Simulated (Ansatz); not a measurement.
Relaxed sheet of BN:

```
CELL_PARAMETERS angstrom
2.50875 0.00144 0.00000
1.25312 2.17337 0.00000
0.00000 0.00000 26.00000
ATOMIC_POSITIONS crystal
B 0.49998 0.49998 0.50000
N 0.83332 0.83332 0.50000
```

Computed with Ansatz, DFT PBE+D3(BJ), scalar-relativistic, plane waves, PAW. Plane waves to 420 eV, a k mesh through Γ of 10×10×1 on the computed 2-atom cell and Gaussian smearing (0.02 eV); no spin polarisation. No periodic images along c.

Atoms relax at each strain; stress is positive in compression. Unstrained: gap 4.87 eV, thickness 0.000 Å.

Under strain along x (y held):

| strain (%) | ΔE (meV/cell) | σxx (N/m) | σyy (N/m) | gap | thickness (Å) |
| --- | --- | --- | --- | --- | --- |
| -2 | 20.5 | 6.14 | 1.42 | 4.66 eV | 0.000 |
| +2 | 19.0 | -5.50 | -1.22 | 4.60 eV | 0.000 |
| +5 | ? | ? | ? | ? | ? |

**Question.** Fill in the missing row.

**Answer.** ΔE (meV/cell): 112.9, σxx (N/m): -12.68, σyy (N/m): -2.73, gap: 4.50 eV, thickness (Å): 0.000.

The reference crystal is a form of BN, which isn't its usual structure.